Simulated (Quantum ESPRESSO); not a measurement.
InPd: equation of state with PBE

The system is InPd.

```
CELL_PARAMETERS angstrom
3.27188 0.00000 0.00000
0.00000 3.27188 0.00000
0.00000 0.00000 3.27188
ATOMIC_POSITIONS crystal
In 0.00000 0.00000 0.00000
Pd 0.50000 0.50000 0.50000
```

The cell comes from a database or a generator and needn't be the stable form of this composition.

```
Program             : Quantum ESPRESSO 7.5
Task                : equation of state
Functional          : PBE
Potentials or basis : SSSP 1.3 efficiency PBE
Cutoff              : 816 eV
Density cutoff      : 5987 eV
k mesh              : 8 × 8 × 8
Occupations         : fermi-dirac, width 0.05 eV
Spin                : no spin polarisation
```

```yaml
Equilibrium_volume: 18.04 Å³/atom
Bulk_modulus: 114 GPa
Pressure_derivative_of_the_bulk_modulus: 5.6
```

Energy against volume, from the lowest point:
```tsv
volume (Å³/atom)	energy (meV/atom)
16.462	59.70
16.813	34.27
17.163	16.45
17.513	5.31
17.863	0.06
18.214	0.00
18.564	4.51
```

All runs of the series together: 120 s on 1 thread of Arm Neoverse V2, on a shared host.
